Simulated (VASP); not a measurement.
# SrCl2 (Fm-3m) in VASP: further runs

The runs below take SrCl2 through single point, relaxation of cell and atoms, with PBE.

Everything below comes from runs of VASP 6.6.1. Logs are shortened: lines on timing, memory, paths and dates and some standing lists are left out, and cuts for length are marked.

### 1 The crystal as given

The structure is cubic, space group Fm-3m (No. 225). Conventional cell: a = 7.038 Å, b = 7.038 Å, c = 7.038 Å, α = 90.00°, β = 90.00°, γ = 90.00°. Around Sr (site symmetry m-3m) lie 8 Cl at 3.05 Å. Cl (site symmetry -43m) is surrounded by 4 Sr at 3.05 Å.

### 2 Single point, PBE

File INCAR:

```
SYSTEM = SrCl2
PREC = Accurate
ENCUT = 520
EDIFF = 1E-6
ISMEAR = 0
SIGMA = 0.02
LREAL = .False.
LASPH = .True.
NELM = 60
ALGO = Fast
ISIF = 2
LWAVE = .False.
LCHARG = .True.
GGA = PE
LELF = .True.
LVHAR = .True.
NBANDS = 19
```

File KPOINTS:

```
regular mesh
0
Gamma
  6 6 6
  0 0 0
```

File POSCAR:

```
SrCl2
1.0
    0.0000000000      3.5192138352      3.5192138352
    3.5192138352      0.0000000000      3.5192138352
    3.5192138352      3.5192138352      0.0000000000
Sr Cl
1 2
Direct
    0.0000000000      0.0000000000      0.0000000000
    0.2500000000      0.2500000000      0.2500000000
    0.7500000000      0.7500000000      0.7500000000
```

Potentials or basis: VASP PAW PBE potentials, release 64 (Sr_sv, Cl).

On the command line:

```
$ cat potpaw_PBE.64/Sr_sv/POTCAR potpaw_PBE.64/Cl/POTCAR > POTCAR
$ mpirun -np 1 vasp_std > vasp.out
```

OUTCAR:

```text
SYSTEM = SrCl2
   PREC = Accurate
   ENCUT = 520
   EDIFF = 1E-6
   ISMEAR = 0
   LREAL = .False.
   LASPH = .True.
   NELM = 60
   ISIF = 2
   GGA = PE

 ion  position               nearest neighbor table
   1  0.000  0.000  0.000-   3 3.05   3 3.05   3 3.05   2 3.05   2 3.05   2 3.05   3 3.05   2 3.05

   2  0.250  0.250  0.250-   1 3.05   1 3.05   1 3.05   1 3.05
   3  0.750  0.750  0.750-   1 3.05   1 3.05   1 3.05   1 3.05

  LATTYP: Found a face centered cubic cell.
 ALAT       =     7.0384276704

  Lattice vectors:

 A1 = (   0.0000000000,   3.5192138352,   3.5192138352)
 A2 = (   3.5192138352,   0.0000000000,   3.5192138352)
 A3 = (   3.5192138352,   3.5192138352,   0.0000000000)

Analysis of symmetry for initial positions (statically):
=====================================================================
 Subroutine PRICEL returns:
 Original cell was already a primitive cell.

 Routine SETGRP: Setting up the symmetry group for a
 face centered cubic supercell.

 Subroutine GETGRP returns: Found 48 space group operations
 (whereof 48 operations were pure point group operations)
 out of a pool of 48 trial point group operations.

The static configuration has the point symmetry O_h .

Analysis of symmetry for dynamics (positions and initial velocities):
=====================================================================
 Subroutine PRICEL returns:
 Original cell was already a primitive cell.

 Routine SETGRP: Setting up the symmetry group for a
 face centered cubic supercell.

 Subroutine GETGRP returns: Found 48 space group operations
 (whereof 48 operations were pure point group operations)
 out of a pool of 48 trial point group operations.

The dynamic configuration has the point symmetry O_h .

 Subroutine INISYM returns: Found 48 space group operations
 (whereof 48 operations are pure point group operations),
 and found     1 'primitive' translations

----------------------------------------------------------------------------------------

                                     Primitive cell

  volume of cell :      87.1700

  direct lattice vectors                    reciprocal lattice vectors
     0.000000000  3.519213835  3.519213835    -0.142077186  0.142077186  0.142077186
     3.519213835  0.000000000  3.519213835     0.142077186 -0.142077186  0.142077186
     3.519213835  3.519213835  0.000000000     0.142077186  0.142077186 -0.142077186

  length of vectors
     4.976919935  4.976919935  4.976919935     0.246084905  0.246084905  0.246084905

  position of ions in fractional coordinates (direct lattice)
     0.000000000  0.000000000  0.000000000
     0.250000000  0.250000000  0.250000000
     0.750000000  0.750000000  0.750000000

  ion indices of the primitive-cell ions
   primitive index   ion index
                 1           1
                 2           2
                 3           3

----------------------------------------------------------------------------------------

 KPOINTS: regular mesh

Automatic generation of k-mesh.
 Grid dimensions read from file:
 generate k-points for:    6    6    6

 Generating k-lattice:

  Cartesian coordinates                     Fractional coordinates (reciprocal lattice)
    -0.023679531  0.023679531  0.023679531     0.166666667  0.000000000  0.000000000
     0.023679531 -0.023679531  0.023679531     0.000000000  0.166666667  0.000000000
     0.023679531  0.023679531 -0.023679531     0.000000000  0.000000000  0.166666667

  Length of vectors
     0.041014151  0.041014151  0.041014151

  Shift w.r.t. Gamma in fractional coordinates (k-lattice)
     0.000000000  0.000000000  0.000000000

 Subroutine IBZKPT returns following result:
 ===========================================

 Found     16 irreducible k-points:

 Following reciprocal coordinates:
            Coordinates               Weight
  0.000000  0.000000  0.000000      1.000000
  0.166667  0.000000  0.000000      8.000000
  0.333333  0.000000  0.000000      8.000000
  0.500000  0.000000  0.000000      4.000000
  0.166667  0.166667  0.000000      6.000000
  0.333333  0.166667  0.000000     24.000000
[... 8 lines left out ...]
 -0.333333  0.333333  0.166667     24.000000
 -0.333333  0.500000  0.166667     12.000000
   k-points           NKPTS =     16   k-points in BZ     NKDIM =     16   number of bands    NBANDS=     19
   number of dos      NEDOS =    301   number of ions     NIONS =      3
   total plane-waves  NPLWV =  64000
   dimension x,y,z NGX =    40 NGY =   40 NGZ =   40
   dimension x,y,z NGXF=    80 NGYF=   80 NGZF=   80
   ions per type =               1   2
   NGX,Y,Z   is equivalent  to a cutoff of  13.36, 13.36, 13.36 a.u.
   NGXF,Y,Z  is equivalent  to a cutoff of  26.72, 26.72, 26.72 a.u.
 SYSTEM =  SrCl2
   PREC   = accura    normal or accurate (medium, high low for compatibility)
   ISTART =      0    job   : 0-new  1-cont  2-samecut
   ICHARG =      2    charge: 1-file 2-atom 10-const
   ISPIN  =      1    spin polarized calculation?
   LNONCOLLINEAR =      F non collinear calculations
   LSORBIT =      F    spin-orbit coupling
   LASPH  =      T    aspherical Exc in radial PAW
   ENCUT  =  520.0 eV  38.22 Ry    6.18 a.u.   9.25  9.25  9.25*2*pi/ulx,y,z
   NELM   =     60;   NELMIN=  2; NELMDL= -5     # of ELM steps
   EDIFF  = 0.1E-05   stopping-criterion for ELM
   LREAL  =      F    real-space projection
   EDIFFG = 0.1E-04   stopping-criterion for IOM
   NSW    =      0    number of steps for IOM
   IBRION =     -1    ionic relax: 0-MD 1-quasi-New 2-CG
   NFREE  =      0    steps in history (QN), initial steepest desc. (CG)
   ISIF   =      2    stress and relaxation
   ISYM   =      2    0-nonsym 1-usesym 2-fastsym
   POTIM  = 0.5000    time-step for ionic-motion
   TEBEG  =    0.0;   TEEND  =   0.0 temperature during run
   PSTRESS=    0.0 pullay stress
   NELECT =      24.0000    total number of electrons
   NUPDOWN=      -1.0000    fix difference up-down
   EMIN   =  10.00;   EMAX   =-10.00  energy-range for DOS
   EFERMI =   0.00;   METHOD = LEGACY
   ISMEAR =     0;   SIGMA  =   0.02  broadening in eV -4-tet -1-fermi 0-gaus
   EFERMI_NEDOS =   21; number of points for ismear=-14 and -15
   IALGO  =     68    algorithm
   IMIX   =      4    mixing-type and parameters
     AMIX     =   0.40;   BMIX     =  1.00
     AMIX_MAG =   1.60;   BMIX_MAG =  1.00
  volume/ion in A,a.u.               =      29.06       196.08
  Fermi-wavevector in a.u.,A,eV,Ry     =   1.065016  2.012589 15.432541  1.134260
  Thomas-Fermi vector in A             =   2.200554
   LORBIT       =      0    0 simple, 1 ext, 2 COOP (PROOUT), +10 PAW based schemes
   GGA     = PE    functional components
   LHFCALC =     F    Hartree Fock is set to
   AEXX    =    0.0000 exact exchange contribution
   IVDW    =     0    specifies the selected vdW correction
   LEPSILON=     F    determine dielectric tensor
   LRPA    =     F    only Hartree local field effects (RPA)
 non-spin polarized calculation
 RMM-DIIS sequential band-by-band and
 Gauss-broadening in eV      SIGMA  =   0.02
  energy-cutoff  :      520.00
  volume of cell :       87.17
 maximum number of plane-waves:      2397
 NGX is ok and might be reduce to    40
   NGX = 19   NGY = 19   NGZ = 19

 number of electron      23.9999999 magnetization

 Free energy of the ion-electron system (eV)
  ---------------------------------------------------
  ext. energy  EPLUGINS =         0.00000000
  ---------------------------------------------------
  free energy    TOTEN  =       -12.79133271 eV

  energy without entropy =      -12.79133271  energy(sigma->0) =      -12.79133271

 E-fermi :   0.0651     XC(G=0):  -8.1696

 val. band max:       -0.0172365659   @ k =   0.5000   0.5000   0.0000
 cond. band min:       5.2185086208   @ k =   0.0000   0.0000   0.0000
 fundamental gap:      5.2357451867
 Fermi energy:         0.0650915201

 k-point     1 :       0.0000    0.0000    0.0000
  band No.  band energies     occupation
      1     -32.9937      2.00000
      2     -14.9740      2.00000
      3     -14.9740      2.00000
      4     -14.9740      2.00000
      5     -13.2420      2.00000
      6     -12.4446      2.00000
[... 11 lines left out ...]
     18       8.9805      0.00000
     19       9.1382      0.00000

 k-point     2 :       0.1667    0.0000    0.0000
  band No.  band energies     occupation
      1     -32.9930      2.00000
      2     -15.0455      2.00000
      3     -14.9770      2.00000
      4     -14.9770      2.00000
      5     -13.1111      2.00000
      6     -12.4979      2.00000
[... 11 lines left out ...]
     18       8.6379      0.00000
     19       9.7192      0.00000

 k-point     3 :       0.3333    0.0000    0.0000
  band No.  band energies     occupation
      1     -32.9917      2.00000
      2     -15.1635      2.00000
      3     -14.9830      2.00000
      4     -14.9830      2.00000
      5     -12.9086      2.00000
      6     -12.5624      2.00000
[... 11 lines left out ...]
     18       8.4602      0.00000
     19       8.9652      0.00000

 k-point     4 :       0.5000    0.0000    0.0000
  band No.  band energies     occupation
      1     -32.9910      2.00000
      2     -15.2136      2.00000
      3     -14.9860      2.00000
      4     -14.9860      2.00000
      5     -12.8660      2.00000
      6     -12.5408      2.00000
[... 231 lines left out ...]
     18       8.5485      0.00000
     19       9.6565      0.00000

 k-point    15 :      -0.3333    0.3333    0.1667
  band No.  band energies     occupation
      1     -32.9904      2.00000
      2     -15.1607      2.00000
      3     -15.1042      2.00000
      4     -14.9969      2.00000
      5     -12.6950      2.00000
      6     -12.6157      2.00000
[... 11 lines left out ...]
     18       8.9661      0.00000
     19       9.7707      0.00000

 k-point    16 :      -0.3333    0.5000    0.1667
  band No.  band energies     occupation
      1     -32.9902      2.00000
      2     -15.2044      2.00000
      3     -15.0731      2.00000
      4     -15.0028      2.00000
      5     -12.6822      2.00000
      6     -12.6027      2.00000
[... 11 lines left out ...]
     18       9.3522      0.00000
     19       9.8415      0.00000

------------------------ aborting loop because EDIFF is reached ----------------------------------------

  FORCE on cell =-STRESS in cart. coord.  units (eV):
  Direction    XX          YY          ZZ          XY          YZ          ZX
  --------------------------------------------------------------------------------------
  -------------------------------------------------------------------------------------
  Total        0.0528845      0.0528845      0.0528845      0.0000000      0.0000000      0.0000000
  in kB        0.9720120      0.9720120      0.9720120      0.0000000      0.0000000      0.0000000
  external PRESSURE =       0.9720120 kB  Pullay stress =       0.0000000 kB

 VOLUME and BASIS-vectors are now :
 -----------------------------------------------------------------------------
  energy-cutoff  :      520.00
  volume of cell :       87.17
      direct lattice vectors                 reciprocal lattice vectors
     0.000000000  3.519213835  3.519213835    -0.142077186  0.142077186  0.142077186
     3.519213835  0.000000000  3.519213835     0.142077186 -0.142077186  0.142077186
     3.519213835  3.519213835  0.000000000     0.142077186  0.142077186 -0.142077186

 POSITION                                       TOTAL-FORCE (eV/Angst)
 -----------------------------------------------------------------------------------
      0.00000      0.00000      0.00000        -0.000000     -0.000000     -0.000000
      1.75961      1.75961      1.75961        -0.000000     -0.000000      0.000000
      5.27882      5.27882      5.27882         0.000000      0.000000      0.000000
 -----------------------------------------------------------------------------------
    total drift:                               -0.000000     -0.000000      0.000000

  FREE ENERGIE OF THE ION-ELECTRON SYSTEM (eV)
  ---------------------------------------------------
  free  energy   TOTEN  =       -12.7913327071 eV

  energy  without entropy=      -12.7913327071  energy(sigma->0) =      -12.79133271
```

It took 71 s on 1 thread of AMD EPYC 7R43 (Zen 3), shared host; peak memory 0.19 GiB.

Results:

```
Free energy            : -12.7913 eV
Pressure               : 0.1 GPa
Band gap on the k mesh : 5.24 eV, indirect (least direct gap 5.51 eV)
```

Levels at points of the mesh, in eV from the valence-band top:
| k point | band 9 | band 10 | band 11 | band 12 | band 13 | band 14 | band 15 | band 16 |
| --- | --- | --- | --- | --- | --- | --- | --- | --- |
| (0.00, 0.00, 0.00) | -2.04 | -0.33 | -0.33 | -0.33 | 5.24 | 6.10 | 6.10 | 8.99 |
| (0.50, 0.00, 0.00) | -1.45 | -1.27 | -1.01 | -1.01 | 6.69 | 6.69 | 7.41 | 7.83 |
| (0.50, 0.50, 0.00) | -1.82 | -0.38 | -0.38 | 0.00 | 5.51 | 6.97 | 7.53 | 7.92 |

A k mesh can miss the band edges. PBE gaps usually lie below the measured ones, often by a third to a half.

### 3 Relaxation of cell and atoms, PBE

This run uses another cell than the first one, of 28.30 Å³/atom, 0.974 times its volume.

File INCAR:

```
  PREC = Accurate
  ENCUT = 600
  EDIFF = 1E-6
  ISMEAR = 0
  SIGMA = 0.02
  LREAL = False
  LASPH = True
  NELM = 60
  ALGO = Fast
  ISIF = 3
  LWAVE = False
  LCHARG = False
  GGA = PE
  IBRION = 2
  NSW = 100
  EDIFFG = -0.005
```

File KPOINTS:

```
regular mesh
0
Gamma
  6 6 6
```

File POSCAR:

```
SrCl2
1.0
    0.0000000000      3.4883500000      3.4883500000
    3.4883500000      0.0000000000      3.4883500000
    3.4883500000      3.4883500000      0.0000000000
Sr Cl
1 2
Direct
    0.0000000000      0.0000000000      0.0000000000
    0.2500000000      0.2500000000      0.2500000000
    0.7500000000      0.7500000000      0.7500000000
```

Potentials or basis: VASP PAW PBE potentials, release 64 (Sr_sv, Cl).

On the command line:

```
$ cat potpaw_PBE.64/Sr_sv/POTCAR potpaw_PBE.64/Cl/POTCAR > POTCAR
$ mpirun -np 1 vasp_std > vasp.out
```

Wall time 2.1 min (1 thread of AMD EPYC 7R43 (Zen 3), shared host); peak memory 0.2 GiB.

It converged, with:

* Free energy: -12.7916 eV
* Relaxed volume: 29.19 Å³/atom
* Relaxed cell: a = 4.984 Å, b = 4.984 Å, c = 4.984 Å, α = 60.00°, β = 60.00°, γ = 60.00°
* Space group after relaxing (to 0.05 Å): Fm-3m (No. 225)
* Energy gained by relaxing: 3.0 meV/atom
* Ionic steps: 3
* Pressure after relaxing: 0.0 GPa
* Band gap on the k mesh: 5.22 eV, indirect (least direct gap 5.52 eV)

Step by step:
```csv
step,energy change (eV),largest force (eV/Å),pressure (GPa),volume (Å³)
1,0.0000,0.0000,1.12,84.90
2,-0.0090,0.0000,0.08,87.34
3,-0.0090,0.0000,0.02,87.56
```

Final structure:
```
CELL_PARAMETERS angstrom
0.00000 3.52447 3.52447
3.52447 0.00000 3.52447
3.52447 3.52447 0.00000
ATOMIC_POSITIONS crystal
Sr 0.00000 0.00000 0.00000
Cl 0.25000 0.25000 0.25000
Cl 0.75000 0.75000 0.75000
```

Levels at points of the mesh, in eV from the valence-band top:
| k point | band 8 | band 9 | band 10 | band 11 | band 12 | band 13 | band 14 | band 15 | band 16 |
| --- | --- | --- | --- | --- | --- | --- | --- | --- | --- |
| (0.00, 0.00, 0.00) | -2.02 | -2.02 | -0.33 | -0.33 | -0.33 | 5.22 | 6.10 | 6.10 | 8.98 |
| (0.50, 0.00, 0.00) | -1.48 | -1.44 | -1.26 | -1.01 | -1.01 | 6.68 | 6.68 | 7.40 | 7.82 |
| (0.50, 0.50, 0.00) | -1.81 | -1.81 | -0.38 | -0.38 | 0.00 | 5.52 | 6.95 | 7.52 | 7.91 |

A k mesh can miss the band edges. Zero-point motion and thermal expansion aren't in these numbers.

### 4 Single point, PBE

File INCAR:

```
SYSTEM = SrCl2
PREC = Accurate
ENCUT = 520
EDIFF = 1E-7
ISMEAR = 0
SIGMA = 0.02
LREAL = .False.
LASPH = .True.
NELM = 80
ALGO = Fast
ISIF = 2
LWAVE = .False.
LCHARG = .False.
GGA = PE
NBANDS = 19
```

File KPOINTS:

```
Automatic mesh
0
Gamma
  6 6 6
  0 0 0
```

File POSCAR:

```
SrCl2
1.0
    0.0000000000      3.5192138352      3.5192138352
    3.5192138352      0.0000000000      3.5192138352
    3.5192138352      3.5192138352      0.0000000000
Sr Cl
1 2
Direct
    0.0000000000      0.0000000000      0.0000000000
    0.2500000000      0.2500000000      0.2500000000
    0.7500000000      0.7500000000      0.7500000000
```

On the command line:

```
$ cat potpaw_PBE.64/Sr_sv/POTCAR potpaw_PBE.64/Cl/POTCAR > POTCAR
$ mpirun -np 1 vasp_std > vasp.out
```

Run time: 90 s. Hardware: 1 thread of AMD EPYC 7R43 (Zen 3), shared host; peak memory 0.2 GiB.

It converged, with:

* Free energy: -12.7913 eV
* Pressure: 0.1 GPa
* Band gap on the k mesh: 5.24 eV, indirect (least direct gap 5.52 eV)

Levels at points of the mesh, in eV from the valence-band top:
| k point | band 9 | band 10 | band 11 | band 12 | band 13 | band 14 | band 15 | band 16 |
| --- | --- | --- | --- | --- | --- | --- | --- | --- |
| (0.00, 0.00, 0.00) | -2.04 | -0.33 | -0.33 | -0.33 | 5.24 | 6.10 | 6.10 | 8.99 |
| (0.50, 0.00, 0.00) | -1.45 | -1.27 | -1.01 | -1.01 | 6.69 | 6.69 | 7.41 | 7.83 |
| (0.50, 0.50, 0.00) | -1.82 | -0.38 | -0.38 | 0.00 | 5.52 | 6.97 | 7.53 | 7.92 |

### 5 Single point, PBE

This run uses another cell than the first one, of 29.93 Å³/atom, 1.030 times its volume.

File INCAR:

```
PREC = Accurate
ENCUT = 520
EDIFF = 1E-6
ISMEAR = 0
SIGMA = 0.02
LREAL = F
LASPH = T
NELM = 80
ALGO = Normal
ISIF = 2
LWAVE = F
LCHARG = F
GGA = PE
NBANDS = 19
```

File KPOINTS:

```
Automatic mesh
0
Gamma
  6 6 6
```

File POSCAR:

```
SrCl2
1.0
    0.0000000000      3.5540598027      3.5540598027
    3.5540598027      0.0000000000      3.5540598027
    3.5540598027      3.5540598027      0.0000000000
Sr Cl
1 2
Direct
    0.0000000000      0.0000000000      0.0000000000
    0.2500000000      0.2500000000      0.2500000000
    0.7500000000      0.7500000000      0.7500000000
```

On the command line:

```
$ cat potpaw_PBE.64/Sr_sv/POTCAR potpaw_PBE.64/Cl/POTCAR > POTCAR
$ mpirun -np 1 vasp_std > vasp.out
```

Wall time 46 s (1 thread of AMD EPYC 7R43 (Zen 3), shared host); peak memory 0.2 GiB.

The run converged. Its results:

```yaml
Free_energy: -12.7860 eV
Pressure: -0.8 GPa
Band_gap_on_the_k_mesh: 5.12 eV, indirect (least direct gap 5.44 eV)
```

Levels at points of the mesh, in eV from the valence-band top:
```tsv
k point	band 8	band 9	band 10	band 11	band 12	band 13	band 14	band 15	band 16	band 17
(0.00, 0.00, 0.00)	-1.94	-1.94	-0.32	-0.32	-0.32	5.12	6.10	6.10	8.94	8.94
(0.50, 0.00, 0.00)	-1.42	-1.40	-1.22	-0.97	-0.97	6.65	6.65	7.30	7.78	8.36
(0.50, 0.50, 0.00)	-1.75	-1.75	-0.36	-0.36	0.00	5.52	6.88	7.45	7.83	7.83
```

A k mesh can miss the band edges.

### 6 Summary

| task | cell | cutoff (eV) | gap on the mesh (eV) | pressure (GPa) |
| --- | --- | --- | --- | --- |
| single point | Fm-3m, 29.06 Å³/atom | 520 | 5.24 | 0.1 |
| relaxation of cell and atoms | relaxed | 600 | 5.22 | 0.0 |
| single point | Fm-3m, 29.93 Å³/atom | 520 | 5.12 | -0.8 |

Alike in all rows: level PBE; potentials or basis VASP PAW PBE potentials, release 64 (Sr_sv, Cl); no spin polarisation; k mesh 6 × 6 × 6; smearing gaussian 0.02 eV.

Absolute energies hang on the potentials; compare differences alone.
